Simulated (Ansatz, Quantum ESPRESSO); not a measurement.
# Evanescent states of BeS, zinc blende type, lattice constant set to 4.967 Å, part 4 of 4

Wanted: the complex band structure of BeS, zinc blende type, lattice constant set to 4.967 Å, as for a tunnel barrier.

Quantum ESPRESSO 7.5; plane-wave DFT, PBE, GBRV ultrasoft pseudopotentials; cross-check by Ansatz 0.2.0 with PAW datasets.

So far. Step 2 (Ground state): The run needed 10 iterations to bring the estimated error under 1e-09 Ry.

The structure was built from a prototype and need not be the compound's stable phase.

### 6. Cross-check with Ansatz

A second code with its own PAW datasets, on the same atoms.

Level of this step: plane-wave DFT, PBE, Ansatz PAW (Ansatz 0.2.0).

input.yaml

```yaml
crystal:
  lattice:
    - [3.5121993822, 0.0, 0.0]
    - [0.0, 3.5121993822, 0.0]
    - [0.0, 0.0, 4.967]
  atoms:
    - { symbol: Be, position: [0.0, 0.0, 0.0] }
    - { symbol: S, position: [0.5, 0.0, 0.25] }
    - { symbol: Be, position: [0.5, 0.5, 0.5] }
    - { symbol: S, position: [0.0, 0.5, 0.75] }
kpoints:
  mp_grid: { grid: [8, 8, 6] }
hamiltonian:
  xc: pbe
scf:
  occupations: { method: fixed }
  convergence: { dr2_threshold: 1.0e-09 }
output:
  transmission:
    leads: [[0, 0]]
    kpoints: [[0, 0], [0.5, 0], [0.5, 0.5], [0.25, 0]]
    e_range: [-1.92, 4.48]
    de: 0.16
```

Launch:

```sh
$ ansatz run input.yaml --threads 2 --pin off --max-ram 4096MiB --backend cpu --events-out ev --progress --plain --runs-dir out
```

Numbers of over 12 decimals in the logs are rounded to 6 here.

The program printed:

```text
Engine: ansatz 0.2.0, aarch64-unknown-linux-gnu
Pseudopotentials: kind: paw
Pseudopotential: Be, paw, valence charge 2, recommended cutoff 420 eV (normal), Be.paw.azcp
Pseudopotential: S, paw, valence charge 6, recommended cutoff 420 eV (normal), S.paw.azcp
Functional definition: PBE
  parameter kappa = 0.804
  parameter beta = 0.066725
  exchange = pbe_x(kappa = kappa, mu = beta*pi^2/3)
  correlation = pbe_c(beta = beta)
Crystal: 4 atoms, lattice volume = 61.271 Å³
Basis set: ecut = 420 eV, 1197 PW (Γ)
Bands: 12, of which v1, the nominal top of the filled ones, is band 8 counted from 1 (7 counted from 0)
Symmetry: 16 space group operations
Space group: F-43m (ITA 216), of the structure as read, at distance tolerance 3.9e-5 Å
k-points: 60 of 384 (time reversal used)
Non-local potential: Be, projectors of the file, l = 0: 2, l = 1: 2, l = 2: 1
Non-local potential: S, projectors of the file, l = 0: 2, l = 1: 2, l = 2: 2
PAW form: soft (Blöchl's): semilocal exchange-correlation on the pseudo side does not see the compensation charge
PAW one-centre angular grid: Be, 110 points (default); XC on 64 Gauss nodes
PAW one-centre angular grid: S, 110 points (default); XC on 64 Gauss nodes
Initial density: superposition of atomic densities (neutral atoms: chi_scale 0, normalization atom), corrected by the library's trained network
Initial wavefunctions: pseudopotential atomic-orbital guess
Functional: x = pbe(κ = 0.804, μ = 0.219515), c = pbe(β = 0.066725)
SCF iter   1: F=—  HF=-1993.881471 eV  |F-HF|=—  |Δ(HF+E_count)|=         —  Δρ=5.48e-4  dr2=1.22e-4  ethr=1.77e-3  ⟨swp⟩=4.7  Hψ=4243  notcnv=0  defer=63
preconditioner: auto → none  [insulator: Δε(μ)=3.257 eV  Ē_g=10.919 eV  n_scr=6 (ndim 8)  ℏωp=19.0 eV  f_vac=0.000  ε∞_Penn≈4.0]
SCF iter   2: F=—  HF=-1993.881291 eV  |F-HF|=—  |Δ(HF+E_count)|=   1.81e-4  Δρ=3.87e-4  dr2=6.78e-5  ethr=7.62e-7  ⟨swp⟩=2.4  Hψ=1892  notcnv=0  defer=120
SCF iter   3: F=—  HF=-1993.881375 eV  |F-HF|=—  |Δ(HF+E_count)|=   8.50e-5  Δρ=1.37e-4  dr2=6.54e-6  ethr=4.24e-7  ⟨swp⟩=2.0  Hψ=1189  notcnv=0  defer=63
SCF iter   4: F=—  HF=-1993.881410 eV  |F-HF|=—  |Δ(HF+E_count)|=   3.41e-5  Δρ=4.11e-5  dr2=5.09e-7  ethr=4.09e-8  ⟨swp⟩=2.2  Hψ=1149  notcnv=0  defer=4
SCF iter   5: F=—  HF=-1993.881414 eV  |F-HF|=—  |Δ(HF+E_count)|=   4.13e-6  Δρ=1.17e-5  dr2=7.81e-8  ethr=3.18e-9  ⟨swp⟩=2.0  Hψ=1200  notcnv=0
SCF iter   6: F=—  HF=-1993.881414 eV  |F-HF|=—  |Δ(HF+E_count)|=   4.61e-9  Δρ=1.23e-6  dr2=1.02e-9  ethr=4.88e-10  ⟨swp⟩=2.2  Hψ=1091  notcnv=0
SCF iter   7: F=-1993.881414 eV  HF=-1993.881414 eV  |F-HF|=2.27e-12  |Δ(HF+E_count)|=  8.37e-11  Δρ=1.01e-7  dr2=5.75e-12  ethr=6.25e-12  ⟨swp⟩=4.4  Hψ=2891  notcnv=0
SCF 1 converged in 7 iterations: F = -1993.881414 eV  dr2 = 5.75e-12
  greatest PAW one-centre occupation: 0.847 electrons in one spin orbital (limit 2), on the S atom at site 3 (counted from 0), in its partial waves of l = 0
transmission: 7 of 28 steps passed
transmission: 14 of 28 steps passed
transmission: 21 of 28 steps passed
transmission: 28 of 28 steps passed
SCF converged after 7 iterations
Free energy (F): -1993.881414 eV
Harris-Foulkes:  -1993.881414 eV  (|F-HF|=2.27e-12)
Internal energy: -1993.881414 eV  (E = F + TS)
E sigma→0 (E₀):  -1993.881414 eV
Fermi energy:    4.546588 eV
--- Per-component energies (eV) ---
  E_band       = -5.862731
  E_kinetic    = 252.360452
  E_local      = -247.245463  (includes V_loc(G=0)·N_el)
  E_nonlocal   = 65.026273
  E_hartree    = 76.106154
  E_xc         = -233.019930
  E_vxc        = -215.566135  (∫ρ·V_xc dr)
  E_paw        = -1319.640052  (= ΣΔE_a)
  E_vpaw       = -12.650200  (= ΣTr[D̂ρ^β])
  E_aug_tail   = 0.000003  (compensation charges beyond the density's cutoff)
  E_ewald      = -587.468851
  E_smearing   = -0.000000  (= −TS)
  E_closure    = 0.000000  (closes the sum)
  Σ components = -1993.881414   (vs F -1993.881414, Δ=0.00e0)
--- Band table (eV; the first three rows and the last of 60) ---
  k-point 0: bands = [... 4 lower, 2.1429, 4.5465, 4.5466, 4.5466, 7.8046, 9.4945, 9.8440, 10.2180]
  k-point 1: bands = [... 4 lower, 2.2550, 4.0839, 4.2925, 4.2925, 7.9937, 9.6535, 9.8928, 10.5295]
  k-point 2: bands = [... 4 lower, 2.5825, 3.0700, 3.7160, 3.7160, 8.4730, 9.5435, 10.1720, 11.3281]
  k-point 59: bands = [... 4 lower, 1.0395, 1.0395, 1.5277, 1.5277, 10.9434, 10.9434, 12.6215, 12.6215]
--- Transmission ---
  basis      : 109 plane waves across, 7 finite elements along
  points     : 4, as listed
  energies   : 41 from -1.920000 to 4.480000 eV about the Fermi level, 0.160000 eV apart; the leads are filled to 1.628984 eV, and channels, transmission and decay are at 1.600000 eV
  crystal 0  : S2Be2, at the sites [0, 0], period 4.9670 Å: whole cells are its period
    offset         : up to 0.0000 Å between an atom of the period and one for which it stands
    channels       : 0.000000e0 a spin
    conductance    : none, the energies end too early or step too widely for 300 K: set another output.transmission.e_range or a lower de, or, where they end at an eighth of basis.ecutwfc, a higher one
    slowest decay  : 0.2999 /Å at (0.0000, 0.0000)
```

It took 9 s on 2 threads of Arm Neoverse V2, shared host; peak memory 0.36 GiB; 18 s of CPU time.

This step gave:

```
free energy                                      : -1993.8814 eV
gap by band count                                : 3.258 eV
symmetry operations                              : 16
slowest decay at the grid energy nearest mid-gap : 0.2999 Å⁻¹
peak of the smallest κ at the zone centre        : 0.3224 Å⁻¹
peak of the smallest κ at (1/4, 0)               : 0.3838 Å⁻¹
valence top, on the run's zero                   : 4.547 eV
```

K across = (0, 0) in the cell's reciprocal vectors; values within 0.0025 1/Å of each other count once, columns are sorted by size at each energy, a dash where no further value was kept. The Im kz of the slowest decaying states by energy, zero at the highest filled level of the SCF mesh:

```
energy (eV)  decay 1 (Å⁻¹)  decay 2 (Å⁻¹)  decay 3 (Å⁻¹)
      -1.92          0.939              -              -
      -1.76          0.925              -              -
      -1.60          0.910              -              -
      -1.44          0.895              -              -
      -1.28          0.880              -              -
      -1.12          0.865              -              -
      -0.96          0.850              -              -
      -0.64          0.819              -              -
      -0.48          0.803              -              -
      -0.32          0.787              -              -
      -0.16          0.770              -              -
       0.00        0.00183          0.753              -
       0.16          0.115          0.156          0.736
       0.32          0.160          0.215          0.719
       0.48          0.192          0.257          0.701
       0.64          0.217          0.289          0.682
       0.80          0.237          0.315          0.663
       0.96          0.255          0.336          0.644
       1.12          0.269          0.354          0.623
       1.44          0.291          0.381          0.580
       1.60          0.300          0.391          0.556
       1.76          0.307          0.399          0.532
       1.92          0.312          0.405          0.506
       2.08          0.317          0.409          0.478
       2.24          0.320          0.413          0.447
       2.40          0.322          0.414           1.03
       2.56          0.322          0.377          0.415
       2.72          0.322          0.334          0.414
       2.88          0.283          0.321          0.412
       3.04          0.218          0.318          0.409
       3.20          0.114          0.315          0.404
       3.52          0.304          0.392          0.733
       3.68          0.297          0.384          0.683
       3.84          0.289          0.374          0.630
       4.00          0.279          0.363          0.574
       4.16          0.267          0.351          0.516
       4.32          0.254          0.337          0.453
       4.48          0.239          0.321          0.384
```

K across = (0, 0) in the cell's reciprocal vectors. The Re kz of states that move upwards by energy, zero at the highest filled level of the SCF mesh:

```
energy (eV)  channel 1 (Å⁻¹)  channel 2 (Å⁻¹)  channel 3 (Å⁻¹)
      -1.92           -0.504            0.443            0.443
      -1.76           -0.475            0.514            0.514
      -1.60           -0.445            0.578            0.578
      -1.44           -0.628           -0.628           -0.415
      -1.28           -0.572           -0.572           -0.384
      -1.12           -0.518           -0.518           -0.353
      -0.96           -0.464           -0.464           -0.321
      -0.64           -0.358           -0.358           -0.253
      -0.48           -0.301           -0.301           -0.215
      -0.32           -0.239           -0.239           -0.172
      -0.16           -0.165           -0.165           -0.120
       0.00                -                -                -
       0.16                -                -                -
       0.32                -                -                -
       0.48                -                -                -
       0.64                -                -                -
       0.80                -                -                -
       0.96                -                -                -
       1.12                -                -                -
       1.44                -                -                -
       1.60                -                -                -
       1.76                -                -                -
       1.92                -                -                -
       2.08                -                -                -
       2.24                -                -                -
       2.40                -                -                -
       2.56                -                -                -
       2.72                -                -                -
       2.88                -                -                -
       3.04                -                -                -
       3.20                -                -                -
       3.52            0.250                -                -
       3.68            0.324                -                -
       3.84            0.389                -                -
       4.00            0.449                -                -
       4.16            0.509                -                -
       4.32            0.568                -                -
       4.48            0.629                -                -
```

K across = (1/2, 0) in the cell's reciprocal vectors; values within 0.0025 1/Å of each other count once, columns are sorted by size at each energy, a dash where no further value was kept. The Im kz of the slowest decaying states by energy, zero at the highest filled level of the SCF mesh:

```
energy (eV)  decay 1 (Å⁻¹)  decay 2 (Å⁻¹)  decay 3 (Å⁻¹)
      -1.92          0.880              -              -
      -1.76          0.831              -              -
      -1.60          0.772              -              -
      -1.44          0.700           1.49              -
      -1.28          0.602           1.47              -
      -1.12          0.437           1.45              -
      -0.96           1.44              -              -
      -0.64          0.170          0.568           1.40
      -0.48          0.207          0.633           1.39
      -0.32          0.236          0.676           1.37
      -0.16          0.260          0.707           1.35
       0.00          0.281          0.729           1.33
       0.16          0.298          0.746           1.31
       0.32          0.314          0.758           1.29
       0.48          0.327          0.767           1.28
       0.64          0.338          0.773           1.26
       0.80          0.348          0.778           1.24
       0.96          0.357          0.780           1.22
       1.12          0.364          0.781           1.20
       1.44          0.375          0.778           1.16
       1.60          0.379          0.775           1.14
       1.76          0.382          0.771           1.12
       1.92          0.384          0.766           1.10
       2.08          0.385          0.761           1.08
       2.24          0.385          0.754           1.05
       2.40          0.384          0.746           1.03
       2.56          0.382          0.738           1.01
       2.72          0.379          0.729          0.988
       2.88          0.375          0.719          0.965
       3.04          0.370          0.709          0.941
       3.20          0.364          0.698          0.917
       3.52          0.348          0.673          0.867
       3.68          0.338          0.659          0.841
       3.84          0.326          0.645          0.814
       4.00          0.313          0.630          0.786
       4.16          0.297          0.613          0.756
       4.32          0.279          0.596          0.726
       4.48          0.258          0.578          0.694
```

K across = (1/2, 1/2) in the cell's reciprocal vectors; values within 0.0025 1/Å of each other count once, columns are sorted by size at each energy, a dash where no further value was kept. Im kz of the slowest decaying states against energy, zero at the highest filled level of the SCF mesh:

```
energy (eV)  decay 1 (Å⁻¹)  decay 2 (Å⁻¹)
      -1.92          0.279              -
      -1.60          0.331          0.343
      -1.28          0.361          0.387
      -0.96          0.380          0.418
      -0.64          0.390          0.441
      -0.32          0.395          0.456
      -0.16          0.395          0.462
       0.00          0.394          0.467
       0.16          0.392          0.470
       0.48          0.384          0.475
       0.80          0.373          0.475
       1.12          0.358          0.472
       1.44          0.338          0.465
       1.76          0.314          0.456
       2.08          0.285          0.443
       2.40          0.248          0.427
       2.72          0.200          0.408
       2.88          0.169          0.397
       3.20         0.0671          0.372
       3.52          0.343              -
       3.84          0.307              -
       4.16          0.263              -
       4.48          0.206              -
```

K across = (1/4, 0) in the cell's reciprocal vectors; values within 0.0025 1/Å of each other count once, columns are sorted by size at each energy, a dash where no further value was kept. Im kz of the slowest decaying states against energy, zero at the highest filled level of the SCF mesh:

```
energy (eV)  decay 1 (Å⁻¹)  decay 2 (Å⁻¹)  decay 3 (Å⁻¹)
      -1.92         0.0783           1.23              -
      -1.60          0.115           1.19              -
      -1.28          0.103           1.16           1.47
      -0.96           1.12           1.44              -
      -0.64           1.09           1.41              -
      -0.32          0.153           1.05           1.37
      -0.16          0.116          0.198           1.03
       0.00          0.231           1.01           1.34
       0.16          0.258          0.302          0.994
       0.48          0.299          0.395          0.954
       0.80          0.329          0.458          0.914
       1.12          0.351          0.505          0.873
       1.44          0.367          0.542          0.831
       1.76          0.377          0.570          0.786
       2.08          0.383          0.593          0.739
       2.40          0.384          0.611          0.690
       2.72          0.381          0.625          0.636
       2.88          0.378          0.608          0.630
       3.20          0.368          0.545          0.639
       3.52          0.354          0.474          0.646
       3.84          0.335          0.386          0.651
       4.16          0.265          0.309          0.655
       4.48          0.275          0.678           1.15
```

### 7. A check by hand

T falls as exp(−2κd). With κ = 0.301 1/Å, 10 Å of barrier pass exp(−2 × 0.301 × 10) = 0.0024 of that channel, interfaces aside.

### 8. What came out

```json
{"gap on the SCF mesh": "3.26 eV", "smallest κ at mid-gap among the four k points, at the zone centre": "0.301 Å⁻¹", "peak of the smallest κ in the stop band at the zone centre": "0.323 Å⁻¹", "peak of the smallest κ in the stop band at (1/4, 0)": "0.384 Å⁻¹", "energy of the peak at the zone centre, over the highest filled level": "2.56 eV", "peak at the zone centre by Ansatz": "0.322 Å⁻¹"}
```

What this shows: With a gap of 3.26 eV on the mesh, the smallest κ at mid-gap among the four k points, at the zone centre is 0.301 Å⁻¹ (PBE, GBRV ultrasoft). For a barrier with the Fermi level at mid-gap the slowest state found, at the zone centre, loses a factor of ten in probability every 3.8 Å or so. Stop bands away from the zone centre are mostly wider than the gap, so their peaks can lie above the conduction bottom. At the zone centre pwcond's peak is 0.323 and Ansatz's 0.322 1/Å, 0 % apart. The cell is the a/√2 one, turned by 45°, with two primitive cells, so X along [001] folds onto kz = 0. A semilocal gap is too small, often by a third to a half and by more in narrow-gap crystals, so real barriers decay faster.

[Logs are printed without paths, hosts, clocks, repeated set-up lines and the standing remarks that a program may print on its own settings, such as how far it seeks lower states.]

[Hosts, paths, dates, database ids (printed as entryN), source tags and the programs' standing remarks are cut or masked in the printed files.]

[Maps of the electrostatic potential energy from Ansatz leave out the sawtooth potential of an applied field or a dipole correction, so their vacuum need not be flat; planar profiles and work functions include it.]
